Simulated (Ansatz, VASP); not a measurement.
## Ti: VASP beside Ansatz

File INCAR:

```
SYSTEM = Ti
  PREC = Accurate
  ENCUT = 520
  EDIFF = 1E-6
  ISMEAR = -1
  SIGMA = 0.05
  LREAL = .FALSE.
  LASPH = .TRUE.
  NELM = 60
  ALGO = Normal
  ISIF = 2
  LWAVE = .FALSE.
  LCHARG = .TRUE.
  GGA = PS
  LELF = .TRUE.
  LVHAR = .TRUE.
  NBANDS = 19
```

Contents of KPOINTS:

```
Automatic mesh
0
G
  10 10 6
  0 0 0
```

POSCAR

```
Ti
1.0
    2.8897790207      0.0000000000      0.0000000000
   -1.4448895104      2.5026220433      0.0000000000
    0.0000000000      0.0000000000      4.5844629888
Ti
2
Direct
    0.6666666667      0.3333333333      0.7500000000
    0.3333333333      0.6666666667      0.2500000000
```

The input input.yaml:

```yaml
crystal:
  lattice:
    - [2.8897790207, 0.0, 0.0]
    - [-1.4448895104, 2.5026220433, 0.0]
    - [0.0, 0.0, 4.5844629888]
  atoms:
    - { symbol: Ti, position: [0.6666666667, 0.3333333333, 0.75] }
    - { symbol: Ti, position: [0.3333333333, 0.6666666667, 0.25] }
kpoints:
  mp_grid: { grid: [10, 10, 6] }
scf:
  occupations: { method: fermi_dirac, width: 0.05 }
hamiltonian:
  xc: pbesol
  pseudopotentials: { kind: all_electron, lapw: { basis_error: 0.0005 } }
output:
  forces: true
  stress: true
  eigenvalues: true
```

Change from the starting cell: volume scaled by 0.94.

Alike in both runs: task single point; functional PBEsol; k mesh 10 × 10 × 6; occupations fermi-dirac, width 0.05 eV; no spin polarisation.

|  | VASP | Ansatz |
| --- | --- | --- |
| version | VASP 6.6.1 | Ansatz 0.2.0 |
| potentials or method | VASP PAW PBE potentials, release 64 (Ti_sv) | all-electron LAPW, scalar-relativistic |
| plane-wave cutoff (eV) | 520 | see its input |

VASP gave:

```
gap on the k mesh at the Fermi level (eV)       : none
pressure (GPa)                                  : 0.8
largest component of the traceless stress (GPa) : 0.40
```

Q: Estimate Ansatz's values.

A: gap on the k mesh at the Fermi level (eV): none; pressure (GPa): 1.1; largest component of the traceless stress (GPa): 0.41.

A gap of «none» marks a metal or a gap that the smearing closes. Ansatz ran all-electron here, so the differences hold the error of VASP's frozen core and of both bases.

Caveats: the PAW data sets were made with another functional, which shifts forces and pressure a little (VASP).
